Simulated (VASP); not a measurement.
# Sn (Im-3m) in VASP: notebook

The runs below take Sn through relaxation of cell and atoms, with B3LYP+D4, r2SCAN, SCAN.

All numbers are computed with VASP 6.6.1; they aren't measurements. Logs are shortened: lines on timing, memory, paths and dates and some standing lists are left out, and cuts for length are marked.

## (1) The structure

It takes space group Im-3m (No. 229, cubic). Conventional cell: a = 3.789 Å, b = 3.789 Å, c = 3.789 Å, α = 90.00°, β = 90.00°, γ = 90.00°. Around Sn (site symmetry m-3m) lie 8 Sn at 3.28 Å.

This isn't the form of Sn at room conditions, which is tetragonal (white tin).

## (2) Relaxation of cell and atoms, B3LYP+D4

POSCAR reads:

```
Sn
1.0
   -1.8946518192      1.8946518192      1.8946518192
    1.8946518192     -1.8946518192      1.8946518192
    1.8946518192      1.8946518192     -1.8946518192
Sn
1
Direct
    0.0000000000      0.0000000000      0.0000000000
```

INCAR.step1 reads:

```
ALGO = Normal ; EDIFF = 1E-5
ENCUT = 600 ; GGA = PE
ISMEAR = 1 ; LASPH = T
LCHARG = F ; LREAL = F
LWAVE = T ; NELM = 60
PREC = Accurate ; SIGMA = 0.2
```

INCAR.step2 reads:

```
AEXX = 0.2 ; AGGAC = 0.81
AGGAX = 0.72 ; ALDAC = 0.19
ALGO = Normal ; EDIFF = 1E-6
EDIFFG = -0.01 ; ENCUT = 600
GGA = B3 ; HFRCUT = -1
IBRION = 2 ; ISIF = 3
ISMEAR = 1 ; ISTART = 1
IVDW = 13 ; LASPH = T
LCHARG = F ; LHFCALC = T
LREAL = F ; LWAVE = F
NELM = 60 ; NSW = 40
PREC = Accurate ; PRECFOCK = Fast
SIGMA = 0.2
```

KPOINTS reads:

```
k-points
0
Gamma
  5 5 5
```

Potentials or basis: VASP PAW PBE potentials, release 64 (Sn_d).

On the command line:

```
cat potpaw_PBE.64/Sn_d/POTCAR > POTCAR
cp INCAR.step1 INCAR
mpirun -np 1 vasp_std > vasp.out
cp INCAR.step2 INCAR
mpirun -np 1 vasp_std > vasp.out
```

OUTCAR:

```text
AEXX = 0.2
   EDIFF = 1E-6
   EDIFFG = -0.01
   ENCUT = 600
   GGA = B3
   IBRION = 2
   ISIF = 3
   ISMEAR = 1
   ISTART = 1
   IVDW = 13
   LASPH = T
   LHFCALC = T
   LREAL = F
   NELM = 60
   NSW = 40
   PREC = Accurate
   PRECFOCK = Fast

 ion  position               nearest neighbor table
   1  0.000  0.000  0.000-

  LATTYP: Found a body centered cubic cell.
 ALAT       =     3.7893036384

  Lattice vectors:

 A1 = (  -1.8946518192,   1.8946518192,   1.8946518192)
 A2 = (   1.8946518192,  -1.8946518192,   1.8946518192)
 A3 = (   1.8946518192,   1.8946518192,  -1.8946518192)

Analysis of symmetry for initial positions (statically):
=====================================================================
 Subroutine PRICEL returns:
 Original cell was already a primitive cell.

 Routine SETGRP: Setting up the symmetry group for a
 body centered cubic supercell.

 Subroutine GETGRP returns: Found 48 space group operations
 (whereof 48 operations were pure point group operations)
 out of a pool of 48 trial point group operations.

The static configuration has the point symmetry O_h .

Analysis of symmetry for dynamics (positions and initial velocities):
=====================================================================
 Subroutine PRICEL returns:
 Original cell was already a primitive cell.

 Routine SETGRP: Setting up the symmetry group for a
 body centered cubic supercell.

 Subroutine GETGRP returns: Found 48 space group operations
 (whereof 48 operations were pure point group operations)
 out of a pool of 48 trial point group operations.

The dynamic configuration has the point symmetry O_h .

 Subroutine INISYM returns: Found 48 space group operations
 (whereof 48 operations are pure point group operations),
 and found     1 'primitive' translations

----------------------------------------------------------------------------------------

                                     Primitive cell

  volume of cell :      27.2050

  direct lattice vectors                    reciprocal lattice vectors
    -1.894651819  1.894651819  1.894651819     0.000000000  0.263900731  0.263900731
     1.894651819 -1.894651819  1.894651819     0.263900731  0.000000000  0.263900731
     1.894651819  1.894651819 -1.894651819     0.263900731  0.263900731  0.000000000

  length of vectors
     3.281633214  3.281633214  3.281633214     0.373211993  0.373211993  0.373211993

  position of ions in fractional coordinates (direct lattice)
     0.000000000  0.000000000  0.000000000

  ion indices of the primitive-cell ions
   primitive index   ion index
                 1           1

----------------------------------------------------------------------------------------

 KPOINTS: k-points

Automatic generation of k-mesh.
 Grid dimensions read from file:
 generate k-points for:    5    5    5

 Generating k-lattice:

  Cartesian coordinates                     Fractional coordinates (reciprocal lattice)
     0.000000000  0.052780146  0.052780146     0.200000000  0.000000000  0.000000000
     0.052780146  0.000000000  0.052780146     0.000000000  0.200000000  0.000000000
     0.052780146  0.052780146  0.000000000     0.000000000  0.000000000  0.200000000

  Length of vectors
     0.074642399  0.074642399  0.074642399

  Shift w.r.t. Gamma in fractional coordinates (k-lattice)
     0.000000000  0.000000000  0.000000000

 Subroutine IBZKPT returns following result:
 ===========================================

 Found     10 irreducible k-points:

 Following reciprocal coordinates:
            Coordinates               Weight
  0.000000  0.000000  0.000000      1.000000
  0.200000  0.000000  0.000000     12.000000
  0.400000  0.000000  0.000000     12.000000
  0.200000  0.200000  0.000000     24.000000
  0.400000  0.200000 -0.000000     24.000000
  0.200000  0.200000  0.200000      8.000000
 -0.200000  0.200000  0.200000      6.000000
 -0.400000  0.400000  0.200000     24.000000
 -0.400000 -0.400000  0.200000      8.000000
 -0.400000  0.400000  0.400000      6.000000
   k-points           NKPTS =     10   k-points in BZ     NKDIM =    125   number of bands    NBANDS=     11
   number of dos      NEDOS =    301   number of ions     NIONS =      1
   total plane-waves  NPLWV =  21952
   dimension x,y,z NGX =    28 NGY =   28 NGZ =   28
   dimension x,y,z NGXF=    56 NGYF=   56 NGZF=   56
   ions per type =               1
   NGX,Y,Z   is equivalent  to a cutoff of  14.18, 14.18, 14.18 a.u.
   NGXF,Y,Z  is equivalent  to a cutoff of  28.37, 28.37, 28.37 a.u.
 SYSTEM =  unknown system
   PREC   = accura    normal or accurate (medium, high low for compatibility)
   ISTART =      1    job   : 0-new  1-cont  2-samecut
   ICHARG =      0    charge: 1-file 2-atom 10-const
   ISPIN  =      1    spin polarized calculation?
   LNONCOLLINEAR =      F non collinear calculations
   LSORBIT =      F    spin-orbit coupling
   LASPH  =      T    aspherical Exc in radial PAW
   ENCUT  =  600.0 eV  44.10 Ry    6.64 a.u.   6.55  6.55  6.55*2*pi/ulx,y,z
   NELM   =     60;   NELMIN=  2; NELMDL=  0     # of ELM steps
   EDIFF  = 0.1E-05   stopping-criterion for ELM
   LREAL  =      F    real-space projection
   EDIFFG = -.1E-01   stopping-criterion for IOM
   NSW    =     40    number of steps for IOM
   IBRION =      2    ionic relax: 0-MD 1-quasi-New 2-CG
   NFREE  =      1    steps in history (QN), initial steepest desc. (CG)
   ISIF   =      3    stress and relaxation
   ISYM   =      3    0-nonsym 1-usesym 2-fastsym
   POTIM  = 0.5000    time-step for ionic-motion
   TEBEG  =    0.0;   TEEND  =   0.0 temperature during run
   PSTRESS=    0.0 pullay stress
   NELECT =      14.0000    total number of electrons
   NUPDOWN=      -1.0000    fix difference up-down
   EMIN   =  10.00;   EMAX   =-10.00  energy-range for DOS
   EFERMI =   0.00;   METHOD = LEGACY
   ISMEAR =     1;   SIGMA  =   0.20  broadening in eV -4-tet -1-fermi 0-gaus
   EFERMI_NEDOS =   21; number of points for ismear=-14 and -15
   IALGO  =     38    algorithm
   IMIX   =      1    mixing-type and parameters
     AMIX     =   0.40;   BMIX     =  1.00
     AMIX_MAG =   1.60;   BMIX_MAG =  1.00
  volume/ion in A,a.u.               =      27.20       183.59
  Fermi-wavevector in a.u.,A,eV,Ry     =   1.311902  2.479136 23.416813  1.721087
  Thomas-Fermi vector in A             =   2.442332
   LORBIT       =      0    0 simple, 1 ext, 2 COOP (PROOUT), +10 PAW based schemes
   GGA     = B3    functional components
   LHFCALC =     T    Hartree Fock is set to
   PRECFOCK=fast      Normal, Fast or Accurate (Low or Medium for compatibility)
   ENCUT4O =  -1.0   cutoff for four orbital integrals eV
   NKREDX  =     1    reduce k-point grid by
   NKREDY  =     1    reduce k-point grid by
   NKREDZ  =     1    reduce k-point grid by
   AEXX    =    0.2000 exact exchange contribution
   HFSCREEN=    0.0000 screening length (either q_TF or 0.3 A-1)
   HFSCREENC=   0.0000 screening length for correlation (either q_TF or 0.3 A-1)
   ENCUTFOCK=  -1.0 apply spherical cutoff to Coloumb kernel
   IVDW    =    13    specifies the selected vdW correction
   LEPSILON=     F    determine dielectric tensor
   LRPA    =     F    only Hartree local field effects (RPA)
 conjugate gradient relaxation of ions
 non-spin polarized calculation
 Methfessel and Paxton  Order N= 1 SIGMA  =   0.20
  energy-cutoff  :      600.00
  volume of cell :       27.20
 maximum number of plane-waves:       935
 NGX is ok and might be reduce to    28
  NGX = 16; NGY = 16; NGZ = 16

--------------------------------------- Ionic step        1  -------------------------------------------

 number of electron      13.9999996 magnetization

 Free energy of the ion-electron system (eV)
  ---------------------------------------------------
  ext. energy  EPLUGINS =         0.00000000
  ---------------------------------------------------
  free energy    TOTEN  =        -3.58585117 eV

  energy without entropy =       -3.58899937  energy(sigma->0) =       -3.58690057

------------------------ aborting loop EDIFF was not reached (unconverged)  ----------------------------

  DFT-D4 for vdW energy calculation

  Edisp (eV):   -0.69277

  FORCE on cell =-STRESS in cart. coord.  units (eV):
  Direction    XX          YY          ZZ          XY          YZ          ZX
  --------------------------------------------------------------------------------------
  -------------------------------------------------------------------------------------
  Total       0.76028     0.76028     0.76028     0.00000    -0.00000     0.00000
  in kB      44.77509    44.77509    44.77509     0.00000    -0.00000     0.00000
  external pressure =       44.78 kB  Pullay stress =        0.00 kB

 VOLUME and BASIS-vectors are now :
 -----------------------------------------------------------------------------
  energy-cutoff  :      600.00
  volume of cell :       27.20
      direct lattice vectors                 reciprocal lattice vectors
    -1.894651819  1.894651819  1.894651819     0.000000000  0.263900731  0.263900731
     1.894651819 -1.894651819  1.894651819     0.263900731  0.000000000  0.263900731
     1.894651819  1.894651819 -1.894651819     0.263900731  0.263900731  0.000000000
[... 79 lines left out ...]
 POSITION                                       TOTAL-FORCE (eV/Angst)
 -----------------------------------------------------------------------------------
      0.00000      0.00000      0.00000         0.000000     -0.000000      0.000000
 -----------------------------------------------------------------------------------
    total drift:                               -0.000000      0.000000      0.000000

  FREE ENERGIE OF THE ION-ELECTRON SYSTEM (eV)
  ---------------------------------------------------
  free  energy   TOTEN  =        -4.3102580619 eV

  energy  without entropy=       -4.3109710818  energy(sigma->0) =       -4.31049574

--------------------------------------- Ionic step        4  -------------------------------------------

 number of electron      14.0000007 magnetization

 Free energy of the ion-electron system (eV)
  ---------------------------------------------------
  ext. energy  EPLUGINS =         0.00000000
  ---------------------------------------------------
  free energy    TOTEN  =        -3.67107531 eV

  energy without entropy =       -3.67187129  energy(sigma->0) =       -3.67134064

 E-fermi :   7.2364     XC(G=0):  -7.8812

 val. band max:        7.1298862763   @ k =  -0.4000   0.4000   0.4000
 cond. band min:       7.7871135288   @ k =   0.4000   0.2000  -0.0000
 fundamental gap:      0.6572272525
 Fermi energy:         7.2363822908

 k-point     1 :       0.0000    0.0000    0.0000
  band No.  band energies     occupation
      1     -16.2988      2.00000
      2     -16.2988      2.00000
      3     -16.2988      2.00000
      4     -16.1862      2.00000
      5     -16.1862      2.00000
      6      -4.5299      2.00000
      7      15.2697      0.00000
      8      15.2697      0.00000
      9      15.2698      0.00000
     10      20.4614      0.00000
     11      20.4614      0.00000

 k-point     2 :       0.2000    0.0000    0.0000
  band No.  band energies     occupation
      1     -16.3110      2.00000
      2     -16.2824      2.00000
      3     -16.2384      2.00000
      4     -16.1985      2.00000
      5     -16.1900      2.00000
      6      -3.6983      2.00000
      7      10.5572     -0.00000
      8      13.2689      0.00000
      9      14.4854      0.00000
     10      17.3644      0.00000
     11      17.7437      0.00000
[... 136 lines left out ...]
 POSITION                                       TOTAL-FORCE (eV/Angst)
 -----------------------------------------------------------------------------------
      0.00000      0.00000      0.00000        -0.000000      0.000000     -0.000000
 -----------------------------------------------------------------------------------
    total drift:                               -0.000000      0.000000      0.000000

  FREE ENERGIE OF THE ION-ELECTRON SYSTEM (eV)
  ---------------------------------------------------
  free  energy   TOTEN  =        -4.3102847054 eV

  energy  without entropy=       -4.3110806850  energy(sigma->0) =       -4.31055003

 reached required accuracy - stopping structural energy minimisation
```

Wall time 24 min (1 thread of Intel Xeon Platinum 8259CL at 2.50GHz (Skylake/Cascade Lake), shared host); peak memory 0.18 GiB.

Results:

```
Free energy                            : -4.3103 eV
Relaxed volume                         : 29.64 Å³/atom
Relaxed cell                           : a = 3.377 Å, b = 3.377 Å, c = 3.377 Å, α = 109.47°, β = 109.47°, γ = 109.47°
Space group after relaxing (to 0.05 Å) : Im-3m (No. 229)
Energy gained by relaxing              : 31.7 meV/atom
Ionic steps                            : 4
Pressure after relaxing                : 0.0 GPa
Band gap on the k mesh                 : none (metal or under the smearing width)
Dispersion energy per atom             : -0.639 eV
```

The path:
| step | energy change (eV) | largest force (eV/Å) | pressure (GPa) | volume (Å³) |
| --- | --- | --- | --- | --- |
| 1 | 0.0000 | 0.0000 | 4.48 | 27.20 |
| 2 | -0.0299 | 0.0000 | -0.65 | 30.31 |
| 3 | -0.0316 | 0.0000 | -0.11 | 29.71 |
| 4 | -0.0317 | 0.0000 | 0.00 | 29.64 |

Final structure:
```
Sn
1.0
    -1.94962    1.94962    1.94962
     1.94962   -1.94962    1.94962
     1.94962    1.94962   -1.94962
Sn
1
Cartesian
  0.0000 0.0000 0.0000
```

Caveat: the k mesh is coarse (spacing up to 0.47 Å⁻¹), so the values aren't converged, least of all with exact exchange; the PAW data sets were made with another functional, which shifts forces and pressure a little; pairwise dispersion overbinds metals, which lowers pressure and volume.

## (3) Relaxation of cell and atoms, r2SCAN

INCAR reads:

```
SYSTEM = Sn
ALGO     = Normal         ! electronic algorithm
EDIFF    = 1E-6           ! SCF threshold, eV
EDIFFG   = -0.005         ! ionic threshold
ENCUT    = 600            ! plane-wave cutoff, eV
IBRION   = 2              ! ionic algorithm
ISIF     = 3              ! what is computed and relaxed
ISMEAR   = 1              ! smearing method
LASPH    = .True.         ! aspherical terms in the spheres
LCHARG   = .False.        ! write CHGCAR
LMIXTAU  = .True.       
LREAL    = .False.        ! projectors in reciprocal space
LWAVE    = .False.        ! write WAVECAR
METAGGA  = R2SCAN         ! meta-GGA
NELM     = 100            ! most SCF steps
NSW      = 60             ! ionic steps
PREC     = Accurate       ! precision mode
SIGMA    = 0.1            ! smearing width, eV
```

KPOINTS reads:

```
k-points
0
Gamma
  10 10 10
  0 0 0
```

POSCAR is that of step 2.

Potentials or basis: VASP PAW PBE potentials, release 64 (Sn_d).

On the command line:

```
cat potpaw_PBE.64/Sn_d/POTCAR > POTCAR
mpirun -np 1 vasp_std > vasp.out
```

OUTCAR:

```text
SYSTEM = Sn
   EDIFF = 1E-6
   EDIFFG = -0.005
   ENCUT = 600
   IBRION = 2
   ISIF = 3
   ISMEAR = 1
   LASPH = .True.
   LREAL = .False.
   METAGGA = R2SCAN
   NELM = 100
   NSW = 60
   PREC = Accurate

 ion  position               nearest neighbor table
   1  0.000  0.000  0.000-

  LATTYP: Found a body centered cubic cell.
 ALAT       =     3.7893036384

  Lattice vectors:

 A1 = (  -1.8946518192,   1.8946518192,   1.8946518192)
 A2 = (   1.8946518192,  -1.8946518192,   1.8946518192)
 A3 = (   1.8946518192,   1.8946518192,  -1.8946518192)

Analysis of symmetry for initial positions (statically):
=====================================================================
 Subroutine PRICEL returns:
 Original cell was already a primitive cell.

[... 252 lines left out ...]

 val. band max:        8.1973722171   @ k =   0.2000   0.2000   0.2000
 cond. band min:       8.2386983092   @ k =   0.3000   0.0000   0.0000
 fundamental gap:      0.0413260922
 Fermi energy:         8.1997721710

 k-point     1 :       0.0000    0.0000    0.0000
  band No.  band energies     occupation
      1     -14.0753      2.00000
      2     -14.0752      2.00000
      3     -14.0752      2.00000
      4     -13.9159      2.00000
      5     -13.9159      2.00000
      6      -3.5530      2.00000
      7      16.7916      0.00000
      8      16.7916      0.00000
      9      16.7916      0.00000
     10      21.1487      0.00000
     11      21.1487      0.00000
[... 309 lines left out ...]
 k-point    24 :      -0.3000    0.3000    0.1000
  band No.  band energies     occupation
      1     -14.0846      2.00000
      2     -14.0338      2.00000
      3     -13.9533      2.00000
      4     -13.9266      2.00000
      5     -13.9143      2.00000
      6      -1.2147      2.00000
      7       8.4331     -0.00472
      8      12.2683      0.00000
      9      13.8303      0.00000
     10      17.8932      0.00000
     11      18.7745      0.00000

 [... further k-points ...]
[... 5 lines left out ...]
  --------------------------------------------------------------------------------------
  -------------------------------------------------------------------------------------
  Total       -0.0008962     -0.0008962     -0.0008962      0.0000000      0.0000000      0.0000000
  in kB       -0.0536054     -0.0536054     -0.0536054      0.0000000      0.0000000      0.0000000
  external PRESSURE =      -0.0536054 kB  Pullay stress =       0.0000000 kB
[... 16 lines left out ...]
  FREE ENERGIE OF THE ION-ELECTRON SYSTEM (eV)
  ---------------------------------------------------
  free  energy   TOTEN  =       -24.4894226426 eV

  energy  without entropy=      -24.4890220871  energy(sigma->0) =      -24.48928912

 reached required accuracy - stopping structural energy minimisation
```

Run time: 2.1 min. Hardware: 1 thread of Intel Xeon Platinum 8488C (Sapphire Rapids), shared host; peak memory 0.18 GiB.

Results:

| Item | Value |
| --- | --- |
| Free energy | -24.4894 eV |
| Relaxed volume | 26.78 Å³/atom |
| Relaxed cell | a = 3.265 Å, b = 3.265 Å, c = 3.265 Å, α = 109.47°, β = 109.47°, γ = 109.47° |
| Space group after relaxing (to 0.05 Å) | Im-3m (No. 229) |
| Energy gained by relaxing | 1.0 meV/atom |
| Ionic steps | 3 |
| Pressure after relaxing | 0.0 GPa |
| Band gap on the k mesh | none (metal or under the smearing width) |

Step by step:
| step | energy change (eV) | largest force (eV/Å) | pressure (GPa) | volume (Å³) |
| --- | --- | --- | --- | --- |
| 1 | 0.0000 | 0.0000 | -0.75 | 27.20 |
| 2 | -0.0010 | 0.0000 | 0.15 | 26.70 |
| 3 | -0.0010 | 0.0000 | -0.01 | 26.78 |

Final structure:
```
Sn
1.0
    -1.88485    1.88485    1.88485
     1.88485   -1.88485    1.88485
     1.88485    1.88485   -1.88485
Sn
1
Cartesian
  0.0000 0.0000 0.0000
```

Caveat: the PAW data sets were made with another functional, which shifts forces and pressure a little.

(Part 1 of 2 ends here.)
